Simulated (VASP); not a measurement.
Crystal: SnS2 (Berndtite-2T).

```
Sn S
1.0
     3.63900    0.00000    0.00000
    -1.81950    3.15147    0.00000
     0.00000    0.00000    5.86800
Sn S
1 2
Direct
  0.00000 0.00000 0.00000
  0.33333 0.66667 0.25000
  0.66667 0.33333 0.75000
```

| Item | Value |
| --- | --- |
| Program | VASP 6.6.1 |
| Task | relaxation of cell and atoms |
| Functional | PBE |
| Potentials or basis | VASP PAW PBE potentials, release 64 (Sn_d, S) |
| Cutoff | 600 eV |
| k mesh | 9 × 9 × 5 |
| Occupations | gaussian, width 0.03 eV |
| Spin | no spin polarisation |

At the start: pressure 4.2 GPa; volume 22.43 Å³/atom.

Q: How do energy, volume and symmetry change on relaxing?

A: Over 14 steps the energy falls by 26.9 meV/atom and the volume is 26.77 Å³/atom (+19.4 %); space group P-3m1 (No. 164, to 0.05 Å).

The path:
```tsv
step	energy change (eV)	largest force (eV/Å)	pressure (GPa)	volume (Å³)
1	0.0000	0.2414	4.20	67.30
2	-0.0153	0.5887	-2.55	73.18
3	-0.0411	0.2469	0.14	70.47
4	-0.0458	0.1839	0.12	70.89
5	-0.0510	0.0223	0.05	71.99
6	-0.0552	0.0192	0.05	72.38
7	-0.0651	0.0079	0.10	73.55
8	-0.0759	0.0258	0.37	75.85
9	-0.0717	0.1573	1.46	80.28
10	-0.0767	0.1162	1.00	78.26
11	-0.0801	0.0148	0.22	79.77
12	-0.0802	0.0437	0.06	80.11
13	-0.0805	0.0311	0.03	80.18
14	-0.0807	0.0075	-0.01	80.32
```

Final structure:
```
CELL_PARAMETERS angstrom
3.70129 0.00000 0.00000
-1.85065 3.20541 0.00000
0.00000 0.00000 6.77029
ATOMIC_POSITIONS crystal
Sn 0.00000 0.00000 0.00000
S 0.33333 0.66667 0.21836
S 0.66667 0.33333 0.78164
```

Caveat: the volume moved by over 15 % at a fixed basis, so the end points are rough; this functional lacks dispersion, which binds the layers, so the pressure and a relaxed spacing across them are unreliable, and here the layers came unbound; the volume moved by +19 % from the deposited cell, more than functionals usually miss.
